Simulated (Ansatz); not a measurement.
Here is an Ansatz 0.2.0 calculation.

The input input.yaml:

```yaml
crystal:
  lattice:
    - [3.2274645616, 0.0, 0.0]
    - [-1.6137322808, 2.7950663001, 0.0]
    - [0.0, 0.0, 6.31247342]
  atoms:
    - { symbol: Mo, position: [0.0, 0.0, 0.5] }
    - { symbol: S, position: [0.6666666667, 0.3333333333, 0.74468068] }
    - { symbol: S, position: [0.3333333333, 0.6666666667, 0.25531932] }
hamiltonian:
  xc: pbesol
  pseudopotentials: { kind: paw_fr }
magnetization:
  noncollinear: true
  spin_orbit: true
kpoints:
  mp_grid: { grid: [7, 7, 3] }
  band_path:
    path:
      - [[0.0, 0.0, 0.0], [0.5, 0.0, 0.0], [0.3333333333, 0.3333333333, 0.0], [0.0, 0.0, 0.0], [0.0, 0.0, 0.5], [0.5, 0.0, 0.5], [0.3333333333, 0.3333333333, 0.5], [0.0, 0.0, 0.5]]
      - [[0.5, 0.0, 0.5], [0.5, 0.0, 0.0]]
      - [[0.3333333333, 0.3333333333, 0.0], [0.3333333333, 0.3333333333, 0.5]]
    npoints: 14
scf:
  occupations: { method: fermi_dirac, width: 0.05 }
  n_extra_bands: 7
output:
  forces: true
  stress: true
  eigenvalues: true
  fatbands: true
```

Potentials or basis: Ansatz PAW.

Run with:

```sh
$ ansatz run input.yaml --threads 2 --pin off --max-ram 5632MiB --backend cpu --events-out ev --progress --plain --runs-dir out
```

(1) Estimate the pressure.

(2) Estimate the band gap on the k mesh.

Results:

(1) -3.2 GPa.

(2) none (metal or under the smearing width).

Caveat: this functional lacks dispersion, which binds the layers, so the pressure and a relaxed spacing across them are unreliable; the PAW data sets come from PBE, with cores solved anew for the run's functional, which leaves a small shift of forces and pressure.
